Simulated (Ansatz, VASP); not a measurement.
**One calculation of Si, two programs**

The input INCAR:

```
SYSTEM = Si
PREC = Accurate
ENCUT = 520
EDIFF = 1E-6
ISMEAR = 0
SIGMA = 0.1
LREAL = .False.
LASPH = .True.
NELM = 60
ALGO = Normal
ISIF = 2
LWAVE = .False.
LCHARG = .False.
LDIPOL = .True.
IDIPOL = 3
DIPOL = 0.5 0.5 0.379
GGA = PE
IVDW = 12
NBANDS = 16
```

KPOINTS

```
Automatic mesh
0
Gamma
  9 9 1
  0 0 0
```

The input POSCAR:

```
Si
1.0
    3.8472023583      0.0000000000      0.0000000000
   -1.9236011791      3.3317749758      0.0000000000
    0.0000000000      0.0000000000     18.4446971457
Si
4
Direct
    0.3333333333      0.6666666667      0.2695814701
    0.6666666667      0.3333333333      0.2439725610
    0.3333333333      0.6666666667      0.5131392004
    0.6666666667      0.3333333333      0.4875302913
```

Input for Ansatz:

```yaml
crystal:
  lattice:
    - [3.8472023583, 0.0, 0.0]
    - [-1.9236011791, 3.3317749758, 0.0]
    - [0.0, 0.0, 18.4446971457]
  atoms:
    - { symbol: Si, position: [0.3333333333, 0.6666666667, 0.2695814701] }
    - { symbol: Si, position: [0.6666666667, 0.3333333333, 0.243972561] }
    - { symbol: Si, position: [0.3333333333, 0.6666666667, 0.5131392004] }
    - { symbol: Si, position: [0.6666666667, 0.3333333333, 0.4875302913] }
basis:
  ecutwfc: 420
kpoints:
  mp_grid: { grid: [9, 9, 1] }
hamiltonian:
  xc: pbe
  dispersion: d3bj
scf:
  occupations: { method: gaussian, width: 0.1 }
output:
  forces: true
  eigenvalues: true
efield:
  axis: 3
  dipole_correction: true
  ramp_width: 0.04
```

Alike in both runs: task single point; functional PBE; dispersion D3(BJ); k mesh 9 × 9 × 1; occupations gaussian, width 0.1 eV; no spin polarisation.

|  | VASP | Ansatz |
| --- | --- | --- |
| version | VASP 6.6.1 | Ansatz 0.2.0 |
| potentials or method | VASP PAW PBE potentials, release 64 (Si) | scalar-relativistic, plane waves, PAW |
| plane-wave cutoff (eV) | 520 | 420 |
| valence electrons in the cell | 16 | 16 |

|  | VASP | Ansatz | Ansatz less VASP |
| --- | --- | --- | --- |
| gap on the k mesh at the Fermi level (eV) | 0.60 | 0.60 | 0.000 |
| least direct gap on the mesh (eV) | 0.66 | 0.66 | 0.000 |
| rms of the force components (eV/Å) | 0.036 | 0.038 | +0.0022 |

Atom by atom the forces differ by 0.004 eV/Å (rms over components).
